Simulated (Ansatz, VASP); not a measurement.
# Two plane-wave programs on PbO (Litharge)

The input POSCAR:

```
PbO
1.0
    3.9900000000      0.0000000000      0.0000000000
    0.0000000000      3.9900000000      0.0000000000
    0.0000000000      0.0000000000      5.0100000000
Pb O
2 2
Direct
    0.5000000000      0.0000000000      0.7600000000
    0.0000000000      0.5000000000      0.2400000000
    0.5000000000      0.5000000000      0.0000000000
    0.0000000000      0.0000000000      0.0000000000
```

File INCAR.step1:

```
ALGO = Normal
EDIFF = 1E-5
ENCUT = 520
GGA = PE
ISIF = 2
ISMEAR = -1
LASPH = True
LREAL = False
LWAVE = True
NBANDS = 28
NELM = 80
PREC = Accurate
SIGMA = 0.05
```

File INCAR.step2:

```
AEXX = 0.2
ALGO = Normal
EDIFF = 1E-7
ENCUT = 520
GGA = PE
HFSCREEN = 0.2
ISIF = 2
ISMEAR = -1
ISTART = 1
LASPH = True
LCHARG = False
LHFCALC = True
LREAL = False
LWAVE = False
NBANDS = 28
NELM = 80
PREC = Accurate
PRECFOCK = Fast
SIGMA = 0.05
```

KPOINTS

```
k-points
0
Gamma
  4 4 3
```

File input.yaml:

```yaml
crystal:
  lattice:
    - [3.99, 0.0, 0.0]
    - [0.0, 3.99, 0.0]
    - [0.0, 0.0, 5.01]
  atoms:
    - { symbol: Pb, position: [0.5, 0.0, 0.76] }
    - { symbol: Pb, position: [0.0, 0.5, 0.24] }
    - { symbol: O, position: [0.5, 0.5, 0.0] }
    - { symbol: O, position: [0.0, 0.0, 0.0] }
hamiltonian:
  xc: { exchange: pbe, correlation: pbe, exx: { coeff: 0.2, omega: 0.2 } }
  pseudopotentials: { kind: paw }
kpoints:
  mp_grid: { grid: [4, 4, 3] }
scf:
  occupations: { method: fermi_dirac, width: 0.05 }
output:
  forces: true
  stress: true
  eigenvalues: true
  write_density: true
  write_potential: true
  elf: true
  volumetric_format: npy
```

Alike in both runs: task single point; functional HSE(alpha, omega); k mesh 4 × 4 × 3; occupations fermi-dirac, width 0.05 eV; no spin polarisation.

```csv
,VASP,Ansatz
version,VASP 6.6.1,Ansatz 0.2.0
potentials or method,"VASP PAW PBE potentials, release 64 (Pb_d, O)",Ansatz PAW
plane-wave cutoff (eV),520,420
valence electrons in the cell,40,40
```

```tsv
	VASP	Ansatz	Ansatz less VASP
gap on the k mesh at the Fermi level (eV)	1.69	1.68	-0.007
least direct gap on the mesh (eV)	3.00	2.99	-0.003
pressure (GPa)	0.1	-0.1	-0.17
largest component of the traceless stress (GPa)	0.26	0.24	-0.015
rms of the force components (eV/Å)	0.193	0.215	+0.0225
```

Atom by atom the forces differ by 0.023 eV/Å (rms over components).

Caveats: spin-orbit coupling is left out, which as a rule narrows the gap of such compounds by several tenths of an eV; the PAW data sets were made with another functional, which shifts forces and pressure a little (VASP); an odd mesh through Γ misses points on the zone boundary, where band edges often lie (VASP); odd divisions of the mesh miss points on the zone boundary, where band edges often lie, so the gap on the mesh can be too wide (Ansatz); the PAW data sets come from PBE, with cores solved anew for the run's functional, which leaves a small shift of forces and pressure (Ansatz); the thresholds are loose for stress (Ansatz).
